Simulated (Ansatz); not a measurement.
**The gap of In3GaP4 (quasi-random alloy, started on the GaP lattice) (P1): a ladder of methods and an error budget**

The study climbs from cheap functionals to G0W0 on In3GaP4 (quasi-random alloy, started on the GaP lattice) (P1) and then asks what each convergence step is worth.

Calculated with Ansatz 0.2.0; density functionals, hybrids, G0W0, plane waves, PAW.

This is a report of a sequence of runs, with most program output left out.

**1. The structure**

The cell holds 32 atoms: 4 Ga, 12 In and 16 P. Cell: a = 9.898 Å, b = 9.901 Å, c = 9.893 Å, α = 109.5°, β = 109.5°, γ = 109.5°. It derives from GaP.

The structure was relaxed with LDA. The runs that relaxed it are not among those shown. The default PAW set here is soft_2. Its files were made with PBE.

**2. LDA bands**

Levels along a band path, at the cheap level, show where the edges lie and whether the meshes to come will hold them.

This step: DFT, LDA, plane waves, PAW.

input.yaml reads:

```yaml
crystal:
  lattice:
    - [-5.7157253596, 5.714119744, -5.7140078984]
    - [5.7178479516, 5.7163494784, 5.7141150407]
    - [5.7116550362, -5.7142268864, -5.7100447173]
  atoms:
    - { symbol: Ga, position: [0.0062605256, -0.0003827223, 0.0016119557] }
    - { symbol: In, position: [0.2475405168, 0.4953287688, 0.2481162535] }
    - { symbol: In, position: [0.4929097767, 0.0002785294, 0.4976180423] }
    - { symbol: In, position: [0.7524999517, 0.5043380545, 0.7522465831] }
    - { symbol: In, position: [0.747904229, 0.2502833834, 0.0026884215] }
    - { symbol: Ga, position: [0.0033113129, 0.7549409378, 0.2519456278] }
    - { symbol: In, position: [0.2479357613, 0.241514029, 0.493241913] }
    - { symbol: In, position: [0.5025710527, 0.7549647822, 0.7528052348] }
[... 20 atom lines left out ...]
    - { symbol: P, position: [0.2489612181, 0.0128211133, -0.0027440568] }
    - { symbol: P, position: [0.5019824434, 0.4893875507, 0.2538494849] }
    - { symbol: P, position: [0.7456223037, -0.0032061036, 0.4975818753] }
    - { symbol: P, position: [0.0022004545, 0.4987676802, 0.7504190218] }
kpoints:
  mp_grid: { grid: [4, 4, 4] }
  band_path:
    path:
      - [[0.0, 0.0, 0.0], [0.5, 0.0, 0.0]]
      - [[0.0, 0.5, 0.0], [0.0, 0.0, 0.0], [0.0, 0.0, 0.5]]
      - [[0.5, 0.5, 0.5], [0.0, 0.0, 0.0]]
    npoints: 10
hamiltonian:
  xc: lda
scf:
  occupations: { method: fermi_dirac, width: 0.02 }
  n_extra_bands: 14
output:
  eigenvalues: true
  write_density: true
  write_potential: true
  elf: true
  volumetric_format: npy
```

Launch:

```sh
> ansatz run input.yaml --threads 3 --pin off --max-ram 92160MiB --backend cuda --events-out ev --progress --plain --runs-dir out --devices 1 --max-vram 13GiB  # rebuilt from the run's record
```

The job ended after 19 s (1 × NVIDIA H100 80GB HBM3 (shared by 6 runs) with 3 threads of AMD EPYC 7R13 (Zen 3), shared host; peak memory 2.4 GiB).

Numbers from this step:

```yaml
filled_bands: 144
gap: 0.7810 eV
valence_top_at: Γ
conduction_bottom_at: Γ
least_direct_gap: 0.7810 eV
```

In a supercell the zone is folded, so edges from different points of the primitive zone can meet at one k.

Electronic bands along the path, in eV, zero at the top of the highest nominally filled band:

```
    point  band 141  band 142  band 143  band 144  band 145  band 146  band 147  band 148
        Γ     -0.93     -0.03     -0.02      0.00      0.78      1.46      1.48      1.51
  halfway     -0.94     -0.63     -0.34     -0.08      1.62      1.74      1.79      1.81
        X     -1.14     -1.10     -0.34     -0.22      1.96      2.17      2.23      2.33
jump to Y     -1.13     -1.13     -0.36     -0.20      1.94      2.24      2.27      2.34
  halfway     -0.99     -0.63     -0.34     -0.07      1.63      1.75      1.76      1.81
        Γ     -0.93     -0.03     -0.02      0.00      0.78      1.46      1.48      1.51
  halfway     -0.89     -0.64     -0.36     -0.08      1.62      1.76      1.78      1.83
        Z     -1.14     -1.13     -0.34     -0.23      1.94      2.07      2.17      2.33
jump to R     -0.99     -0.98     -0.96     -0.92      1.21      1.32      1.35      1.49
  halfway     -0.60     -0.56     -0.51     -0.48      1.55      1.66      1.72      1.80
        Γ     -0.93     -0.03     -0.02      0.00      0.78      1.46      1.48      1.51
```

ELF in the ac plane at fractional y = 0.000, with atoms of Ga and In and P within 0.2 Å of it. It is the smooth field of the valence electrons, not physical close to the nuclei.

Ten even steps from '0' (0.00) to '9' (0.89), each cell a mean:
```
0137950157520000000000012220
2248977997310112221000012222
2246899974223466642000012222
1113665432357788863100001111
0002331112588537863000000000
0002210103796004752000000000
0012210014894137741000000000
0012222225888898621011222100
0012222224689864321345665310
0001111112454322224778887410
0000000001222101237963587410
0000000001221000249810277310
0000000001221001269612686200
0111100001222122379889974100
4554310001222222357887532112
7887510001122211134432222356
5688510000000000012211122588
0177510000000000122200023894
0477300000000000122100125981
8985100111110000122222236987
9753123455421000122222235789
4333467788631000011221113565
1124786578741000000000001232
1025981038630000000000001220
```
Columns run along a (9.9 Å), rows up along c (9.9 Å). Atoms in or near the plane, at fractional coordinates: Ga at (0.01, 0.00), In at (0.49, 0.50), In at (0.75, 0.25), Ga at (0.25, 0.75), P at (0.00, 0.23), P at (0.49, 0.75), P at (0.25, 0.00), P at (0.75, 0.50).

Electrostatic potential energy in the ac plane at fractional y = 0.000, with atoms of Ga and In and P within 0.2 Å of it. With pseudopotentials it is smooth inside the atoms' cores, unlike the true potential.

Ten even steps from '_' (-53 eV) to '@' (11 eV), each cell a mean:
```
++++##%%##..____::##@@@@@@@@@@@@@@@@@@@@@@@@@@@@@@##++++
**##%%@@##==::==##@@@@@@@@@@@@@@@@@@@@@@@@@@@@@@@@%%****
%%@@@@@@@@%%%%%%%%@@@@@@@@@@@@@@@@@@@@@@@@@@@@@@@@@@%%%%
@@@@@@@@@@%%%%####%%@@@@@@%%####%%@@@@@@@@@@@@@@@@@@@@@@
@@@@@@@@@@##**++++**%%%%**::..--##@@@@@@@@@@@@@@@@@@@@@@
@@@@@@@@%%++++++++**%%**..____::##@@@@@@@@@@@@@@@@@@@@@@
@@@@@@@@##++++++++##%%++..____++%%@@@@@@@@@@@@@@@@@@@@@@
@@@@@@@@%%******##@@@@##====**%%@@@@@@@@@@@@@@@@@@@@@@@@
@@@@@@@@@@%%%%%%@@@@@@@@%%%%%%%%@@@@@@@@@@@@@@@@@@@@@@@@
@@@@@@@@@@@@@@@@@@@@@@@@%%##****##%%@@@@%%####%%@@@@@@@@
@@@@@@@@@@@@@@@@@@@@@@%%**--::--++%%@@##--..::**%%@@@@@@
@@@@@@@@@@@@@@@@@@@@@@**--::::::++%%%%--______++@@@@@@@@
@@@@@@@@@@@@@@@@@@@@%%++--::::--##%%##::____--##@@@@@@@@
@@@@@@@@@@@@@@@@@@@@%%**==--==##%%@@%%++==++##@@@@@@@@@@
@@@@@@@@@@@@@@@@@@@@@@%%####%%@@@@@@@@%%%%%%%%@@@@@@@@@@
%%##%%@@@@@@@@@@@@@@@@@@@@@@@@@@@@@@@@%%##****##%%@@@@@@
::::++%%@@@@@@@@@@@@@@@@@@@@@@@@@@@@@@**==----==##@@%%++
____==%%@@@@@@@@@@@@@@@@@@@@@@@@@@@@##==::::::==##%%++..
__..**@@@@@@@@@@@@@@@@@@@@@@@@@@@@@@**--::::--**%%%%==__
--**%%@@@@@@@@@@@@@@@@@@@@@@@@@@@@@@##==--==**%%@@%%++--
%%%%@@@@@@@@@@@@@@@@@@@@@@@@@@@@@@@@%%####%%%%@@@@@@%%%%
######%%@@@@%%%%%%%%@@@@@@@@@@@@@@@@@@@@@@@@@@@@@@@@@@%%
++++**%%@@##==::--##@@@@@@@@@@@@@@@@@@@@@@@@@@@@@@@@##**
++++**%%%%--____..**@@@@@@@@@@@@@@@@@@@@@@@@@@@@@@%%**++
```
Columns run along a (9.9 Å; values clipped at the 3rd and 97th percentile), rows up along c (9.9 Å). Atoms in or near the plane, at fractional coordinates: Ga at (0.01, 0.00), In at (0.49, 0.50), In at (0.75, 0.25), Ga at (0.25, 0.75), P at (0.00, 0.23), P at (0.49, 0.75), P at (0.25, 0.00), P at (0.75, 0.50).

**3. LDA+SOC**

Spin-orbit coupling can split or shift the edges; a non-collinear run measures by how much.

This step: DFT, LDA with spin-orbit coupling, plane waves, PAW.

Edit input.yaml of step 2 so:

```diff
@@ -42,6 +42,8 @@
     path:
-      - [[0.0, 0.0, 0.0], [0.5, 0.0, 0.0]]
-      - [[0.0, 0.5, 0.0], [0.0, 0.0, 0.0], [0.0, 0.0, 0.5]]
-      - [[0.5, 0.5, 0.5], [0.0, 0.0, 0.0]]
-    npoints: 10
+      - [0.0, 0.0, 0.0]
+      - [0.5, 0.0, 0.0]
+      - [0.0, 0.5, 0.0]
+      - [0.0, 0.0, 0.5]
+      - [0.5, 0.5, 0.5]
+    npoints: 1
 hamiltonian:
@@ -50,3 +52,6 @@
   occupations: { method: fermi_dirac, width: 0.02 }
-  n_extra_bands: 14
+  n_extra_bands: 28
+magnetization:
+  noncollinear: true
+  spin_orbit: true
 output:
```

The job ended after 44 s (1 × NVIDIA H100 80GB HBM3 (shared by 6 runs) with 3 threads; peak memory 7 GiB).

This step gave:

| Quantity | Value |
| --- | --- |
| gap | 0.7570 eV |
| valence top at | Γ |
| conduction bottom at | Γ |
| least direct gap | 0.7570 eV |

The gap stands −0.02 eV against LDA.

**4. HSE06**

HSE06 mixes in a quarter of exact exchange at short range. Exchange couples all pairs of k points, which makes a full band path dear, so levels are read on the mesh and at chosen points.

This step: DFT, HSE06, plane waves, PAW.

Edit input.yaml of step 3 so:

```diff
@@ -39,3 +39,3 @@
 kpoints:
-  mp_grid: { grid: [4, 4, 4] }
+  mp_grid: { grid: [2, 2, 2] }
   band_path:
@@ -49,14 +49,7 @@
 hamiltonian:
-  xc: lda
+  xc: hse06
 scf:
-  occupations: { method: fermi_dirac, width: 0.02 }
-  n_extra_bands: 28
-magnetization:
-  noncollinear: true
-  spin_orbit: true
+  occupations: { method: fixed }
+  n_extra_bands: 14
 output:
   eigenvalues: true
-  write_density: true
-  write_potential: true
-  elf: true
-  volumetric_format: npy
```

The job ended after 2.3 min (1 × NVIDIA H100 80GB HBM3 (shared by 6 runs) with 3 threads; peak memory 2.8 GiB).

This step gave:

```yaml
gap: 1.838 eV
valence_top_at: Γ
conduction_bottom_at: Γ
least_direct_gap: 1.838 eV
```

The gap stands +1.06 eV against LDA.

**5. G0W0, 2×2×2 mesh, 335 empty bands, screening to 34 eV**

G0W0 replaces the xc potential by the self-energy, built once from these orbitals. Only a window of levels is corrected, while the sums run over the empty bands that the input names.

This step: G0W0 on LDA, plane waves, PAW.

Edit input.yaml of step 4 so:

```diff
@@ -40,16 +40,11 @@
   mp_grid: { grid: [2, 2, 2] }
-  band_path:
-    path:
-      - [0.0, 0.0, 0.0]
-      - [0.5, 0.0, 0.0]
-      - [0.0, 0.5, 0.0]
-      - [0.0, 0.0, 0.5]
-      - [0.5, 0.5, 0.5]
-    npoints: 1
 hamiltonian:
-  xc: hse06
+  xc: lda
 scf:
   occupations: { method: fixed }
-  n_extra_bands: 14
-output:
-  eigenvalues: true
+gw:
+  n_empty_bands: 335
+  ecut_chi: 34
+  qp_bands: [v4, c4]
+  qp_kpoints: band_edges
+  screening: { model: contour_deformation }
```

Run time: 49 s. Hardware: 1 × NVIDIA H100 80GB HBM3 (shared by 6 runs) with 3 threads; peak memory 2.5 GiB; 71 s of CPU time.

This step gave:

```yaml
bands_summed: 479
rpa_eps_infinity_on_this_mesh_eigenvalues: 21.65, 22.24, 22.84
plane_waves_in_the_screening_matrix: 321
g0w0_gap_on_the_mesh: 1.547 eV
k_of_the_valence_top: 0, 0, 0
k_of_the_conduction_bottom: 0, 0, 0
starting_gap_on_the_mesh: 0.7795 eV
least_direct_g0w0_gap_on_the_computed_points: 1.547 eV
```

The gap on the mesh goes from 0.78 eV to 1.55 eV, a correction of +0.77 eV. Between the two edge states, bare exchange in place of the xc potential would open the gap by 5.80 eV, and correlation takes back 5.03 eV.

**6. G0W0, 2×2×2 mesh, 1327 empty bands, screening to 85 eV**

Another rung: the empty bands reach about as high as the screening cutoff, so the two stay in balance.

Edit input.yaml of step 5 so:

```diff
@@ -45,4 +45,4 @@
 gw:
-  n_empty_bands: 335
-  ecut_chi: 34
+  n_empty_bands: 1327
+  ecut_chi: 85.0
   qp_bands: [v4, c4]
```

Wall time 99 s (1 × NVIDIA H100 80GB HBM3 (shared by 6 runs) with 3 threads); peak memory 6.8 GiB; 2.7 min of CPU time.

Numbers from this step:

```
bands summed                                 : 1471
RPA ε∞ on this mesh (eigenvalues)            : 21.05, 21.62, 22.20
plane waves in the screening matrix          : 1289
q-points in the mesh                         : 8
G0W0 gap on the mesh                         : 1.485 eV
k of the valence top                         : 0, 0, 0
k of the conduction bottom                   : 0, 0, 0
starting gap on the mesh                     : 0.7795 eV
Z at the valence top                         : 0.7362
Z at the conduction bottom                   : 0.7542
least direct G0W0 gap on the computed points : 1.485 eV
```

Against the run with 2×2×2 mesh, 335 empty bands, screening to 34 eV, the gap moves by −0.06 eV.

Limits: finite bands, cutoff and mesh; no spin-orbit coupling; coarse k mesh. v1 is the top filled band, c1 the lowest empty one. Levels before and after the correction, in eV, zero at the valence-band top of each column:

```
           conduction bottom  valence top
Kohn-Sham               0.78         0.00
     G0W0               1.49         0.00
```

```
           level  occupation  energy (eV)
Kohn-Sham   Γ v4           2       -0.930
Kohn-Sham   Γ v3           2       -0.034
Kohn-Sham   Γ v2           2       -0.018
Kohn-Sham   Γ v1           2        0.000
Kohn-Sham   Γ c1           0        0.779
Kohn-Sham   Γ c2           0        1.454
Kohn-Sham   Γ c3           0        1.480
Kohn-Sham   Γ c4           0        1.503
     G0W0   Γ v4           2       -0.977
     G0W0   Γ v3           2       -0.036
     G0W0   Γ v2           2       -0.019
     G0W0   Γ v1           2        0.000
     G0W0   Γ c1           0        1.485
     G0W0   Γ c2           0        1.852
     G0W0   Γ c3           0        1.870
     G0W0   Γ c4           0        1.893
```

The parts of the quasiparticle energy at the two band edges (eV; QP = start + Σx + Σc − Vxc):

```
       run               edge  start      Σx     Σc     Vxc     Z    QP
 479 bands        valence top   7.12  -16.88   1.81  -15.47  0.75  7.51
 479 bands  conduction bottom   7.90  -10.45  -3.22  -14.84  0.76  9.06
1471 bands        valence top   7.12  -16.88   1.28  -15.47  0.74  6.99
1471 bands  conduction bottom   7.90  -10.45  -3.81  -14.84  0.75  8.48
```

**7. The ladder**

Times are wall times on 1 × NVIDIA H100 80GB HBM3 (shared by 6 runs) with 3 threads of AMD EPYC 7R13 (Zen 3), shared host, good to a factor of about two. G0W0 rows are gaps on the mesh, lowered by the amount that the mesh misses the start's edges, a rough step that assumes the same correction there.

```
                      level  gap (eV)  least direct gap (eV)     time
                        LDA      0.78                   0.78     19 s
                    LDA+SOC      0.76                   0.76     44 s
                      HSE06      1.84                   1.84  2.3 min
 G0W0@LDA (335 empty bands)      1.55                      -     49 s
G0W0@LDA (1327 empty bands)      1.49                      -     99 s
```

**8. Adding up the best estimate**

```
                                                                   term      eV  running total (eV)
                                             G0W0 on the mesh, top rung   1.485               1.485
to the limit, by a line in one over the bands through the two top rungs  −0.030               1.456
                                            spin-orbit change, from LDA  −0.024               1.432
```

**9. Results**

- LDA gap: 0.78 eV, in a supercell, where edges may be folded
- HSE06: 1.84 eV
- G0W0, top rung on the mesh: 1.49 eV
- best estimate, G0W0@LDA with spin-orbit change: 1.43 eV
- GW settings of the top rung: 2×2×2 mesh, 1327 empty bands, screening to 85 eV
- known limits: one-shot GW, static lattice; one k mesh, untested; coarse k mesh

**Reading.** The best estimate for G0W0@LDA is 1.43 eV, in a supercell, where edges may be folded, against 0.76 eV at the start (both with spin-orbit coupling). The limit rests on the two highest rungs, unchecked by another pair. Among the functionals HSE06 comes nearest: +0.38 eV from the estimate without its spin-orbit term (1.46 eV). All runs took 5.9 min, 42 % of it in G0W0. The 2×2×2 mesh is coarse for this cell (its supercell is 20 Å along the shortest edge). The RPA ε∞ on it, from the LDA start, is 21.05, 21.62 and 22.20; such meshes misread the long-range screening, most where the gap is narrow.

[Paths, hosts, dates, memory and timing lines, banners, echoed tables and standing remarks are left out of the program output.]

[Logs are printed without paths, hosts, clocks, repeated set-up lines and the standing remarks that a program may print on its own settings, such as how far it seeks lower states.]

[Runs of the session that timed out or met a known fault of the program may be left out.]

[Cells called generated may have been cut or substituted from an entry of the Crystallography Open Database or the Materials Project.]

[Hosts, paths, dates, database ids (printed as entryN), source tags and the programs' standing remarks are cut or masked in the printed files.]
